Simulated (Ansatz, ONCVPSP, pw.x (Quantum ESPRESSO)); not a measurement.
What a changed setting does to a pw.x run (diamond P)

Potential: optimised norm-conserving Vanderbilt (ONCV), ONCVPSP 4.0.1.1 (patched build), PBE; core [Ne], reference 3s2 3p3; waves: 3s: rc 1.35 bohr, ncon 4, nbas 7, qcut 4.6 1/bohr, 2 projectors, debl 1.9 Ha; 3p: rc 1.90 bohr, ncon 3, nbas 8, qcut 4.8 1/bohr, 2 projectors, debl 1.4 Ha; d scattering state at 0.04 Ha: rc 1.90 bohr, ncon 5, nbas 8, qcut 4.5 1/bohr, 2 projectors, debl 2 Ha; local part: polynomial inside 0.95 bohr (lpopt 4, dvloc0 3 Ha); core correction: Teter function, fcfact 5, rcfact 1.55.

The reference run (k-mesh 8³, cutoffs 90/360 Ry, Fermi–Dirac 0.01 Ry, mixing_beta 0.4, conv_thr 1e-9, no spin) gives -0.58 GPa at 20.949 Å³/atom, where all-electron LAPW gives -0.21 GPa. This run, with its own iteration cap, changes degauss to 0.002.

```
&control
  calculation='scf', prefix='x', pseudo_dir='./', outdir='./tmp', tstress=.true., disk_io='none'
/
&system
  ibrav=0, nat=2, ntyp=1, ecutwfc=90, ecutrho=360, nbnd=12,
  occupations='smearing', smearing='fd', degauss=0.002
/
&electrons
  conv_thr=1e-09, mixing_beta=0.4, electron_maxstep=50
/
ATOMIC_SPECIES
P 1.0 P.UPF
CELL_PARAMETERS angstrom
  0.00000000 2.75668895 2.75668895
  2.75668895 0.00000000 2.75668895
  2.75668895 2.75668895 0.00000000
ATOMIC_POSITIONS crystal
P 0.0000 0.0000 0.0000
P 0.2500 0.2500 0.2500
K_POINTS automatic
8 8 8 0 0 0
```

```bash
pw.x < P.scf.in > P.scf.out
```

Task: How does the run end?

Result: It converges in 7 iterations; the free energy moves by +26.9 meV/atom and the pressure by +0.11 GPa. In a metal, with Fermi–Dirac smearing, F lies below its zero-width value by a term in the square of the width.

```
Message from routine setup:
     using ibrav=0 with symmetry is DISCOURAGED, use correct ibrav instead
     lattice parameter (alat)  =       7.3672  a.u.
     unit-cell volume          =     282.7417 (a.u.)^3
     number of electrons       =        10.00
     number of Kohn-Sham states=           12
     kinetic-energy cutoff     =      90.0000  Ry
     charge density cutoff     =     360.0000  Ry
     scf convergence threshold =      1.0E-09
     Exchange-correlation= PBE
     number of k points=    29  Fermi-Dirac smearing, width (Ry)=  0.0020
     iteration #  1     ecut=    90.00 Ry     beta= 0.40
     total energy              =     -29.86569940 Ry
     estimated scf accuracy    <       0.01654614 Ry
     iteration #  2     ecut=    90.00 Ry     beta= 0.40
     total energy              =     -29.86471144 Ry
     estimated scf accuracy    <       0.00484573 Ry
     iteration #  3     ecut=    90.00 Ry     beta= 0.40
     total energy              =     -29.86489135 Ry
     estimated scf accuracy    <       0.00006899 Ry
     iteration #  4     ecut=    90.00 Ry     beta= 0.40
     c_bands:  1 eigenvalues not converged
     total energy              =     -29.86490592 Ry
     estimated scf accuracy    <       0.00000028 Ry
     iteration #  5     ecut=    90.00 Ry     beta= 0.40
     total energy              =     -29.86490632 Ry
     estimated scf accuracy    <       0.00000004 Ry
     iteration #  6     ecut=    90.00 Ry     beta= 0.40
     total energy              =     -29.86490632 Ry
     estimated scf accuracy    <          3.7E-09 Ry
     iteration #  7     ecut=    90.00 Ry     beta= 0.40
     the Fermi energy is     6.6771 ev
!    total energy              =     -29.86490632 Ry
     estimated scf accuracy    <          4.3E-11 Ry
     smearing contrib. (-TS)   =      -0.00043281 Ry
     The total energy is F=E-TS. E is the sum of the following terms:
     one-electron contribution =       4.21205380 Ry
     hartree contribution      =       2.54354315 Ry
     xc contribution           =     -10.76867031 Ry
     ewald contribution        =     -25.85140014 Ry
     convergence has been achieved in   7 iterations
          total   stress  (Ry/bohr**3)                   (kbar)     P=       -4.73
     Message from routine punch:
     Nothing written, as per user request (disk_io='none')
```

The run took about 38 s on one core of a shared host (Neoverse-N1, 64 threads, 124 GiB, load 53).
